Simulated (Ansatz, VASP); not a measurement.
# Mg3Te in VASP and in Ansatz

```
Mg Te
1.0
    -2.13936    2.13936    5.28249
     2.13936   -2.13936    5.28249
     2.13936    2.13936   -5.28249
Mg Te
3 1
Direct
  0.50000 0.50000 0.00000
  0.75000 0.25000 0.50000
  0.25000 0.75000 0.50000
  0.00000 0.00000 0.00000
```

Alike in both runs: task single point; functional PBE; k mesh 2 × 2 × 2; occupations gaussian, width 0.1 eV; no spin polarisation.

```csv
,VASP,Ansatz
version,VASP 6.6.1,Ansatz 0.2.0
potentials or method,"VASP PAW PBE potentials, release 64 (Mg, Te)","scalar-relativistic, plane waves, PAW"
plane-wave cutoff (eV),520,420
valence electrons in the cell,12,46
```

VASP gave:

```
gap on the k mesh at the Fermi level (eV)       : none
pressure (GPa)                                  : 2.3
largest component of the traceless stress (GPa) : 0.17
```

Question: What did Ansatz give for the same quantities?

Answer: gap on the k mesh at the Fermi level (eV): none; pressure (GPa): 2.4; largest component of the traceless stress (GPa): 0.11.

A gap of «none» marks a metal or a gap that the smearing closes. The two sets of potentials don't hold the same shells in valence.

Caveats: the k mesh is coarse (spacing up to 1.04 Å⁻¹), so the values aren't converged. Spin-orbit coupling is left out, which matters for the levels of Te.
